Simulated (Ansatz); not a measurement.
# HfS2: the cost of one run

Program: Ansatz 0.2.0. Level of theory: DFT PBE+D3(BJ), scalar-relativistic, plane waves, PAW. These are calculated values, not measurements.

2 further runs of the same task are left out: 2 set aside as unsound or not needed.

## (1) Starting point

It takes space group P-3m1 (No. 164, trigonal). Conventional cell: a = 3.640 Å, b = 3.640 Å, c = 6.056 Å, α = 90.00°, β = 90.00°, γ = 120.00°. Hf (site symmetry -3m) has 6 S at 2.54 Å as nearest neighbours. S (site symmetry 3m) is surrounded by 3 Hf at 2.54 Å.

As a file:

```
CELL_PARAMETERS angstrom
3.63966 0.00000 0.00000
-1.81983 3.15204 0.00000
0.00000 0.00000 6.05556
ATOMIC_POSITIONS crystal
Hf 0.00000 0.00000 0.00000
S 0.66667 0.33333 0.76395
S 0.33333 0.66667 0.23605
```

The structure comes from the Materials Project (structure only).

## (7) Setting up the map

Atoms count from 1 in the order of the input.

The upper layer of a bilayer is slid over the lower one; relaxed at each slide: nothing; the origin of the map has S4 above S3; the distance between the facing planes is held at 3.29 Å.

- slide of the upper layer along the first cell vector, from S4 above S3: 6 values from 0.000 to 0.833, periodic
- slide of the upper layer along the second cell vector, from S4 above S3: 6 values from 0.000 to 0.833, periodic

Nothing else is relaxed. Points are written as (first, second).

The two vectors of the plane (Å): (3.618, 0.000, 0.000); (-1.809, 3.134, 0.000).

(The set-up runs are not shown.)

## (8) The run at (0/6, 0/6) of the map's two axes

File input.yaml:

```yaml
crystal:
  lattice:
    - [3.6183523043, 0.0, 0.0]
    - [-1.8091761521, 3.1335850153, 0.0]
    - [0.0, 0.0, 23.3215601229]
  atoms:
    - { symbol: S, position: [0.6666666667, 0.3333333333, 0.1929545012] }
    - { symbol: Hf, position: [0.0, 0.0, 0.2553598473] }
    - { symbol: S, position: [0.3333333333, 0.6666666667, 0.3177651933] }
    - { symbol: S, position: [0.3333333333, 0.6666666667, 0.4588363731] }
    - { symbol: Hf, position: [-0.3333333333, 0.3333333333, 0.5212417192] }
    - { symbol: S, position: [0.0, 1.0, 0.5836470653] }
basis:
  ecutwfc: 420
kpoints:
  mp_grid: { grid: [9, 9, 1] }
hamiltonian:
  xc: pbe
  pseudopotentials: { kind: paw, azcp: { folder: soft_1 } }
  dispersion: d3bj
scf:
  occupations: { method: gaussian, width: 0.05 }
output:
  forces: true
  eigenvalues: true
efield:
  axis: 3
  dipole_correction: true
  ramp_width: 0.04
```

On the command line:

```bash
$ ansatz run input.yaml --threads 1 --pin off --max-ram 3072MiB --backend cpu --events-out ev --progress --plain --runs-dir out
```

What time and memory should one allow on 1 thread of Arm Neoverse N1, shared host?

About 34 s, with a peak of 0.45 GiB.
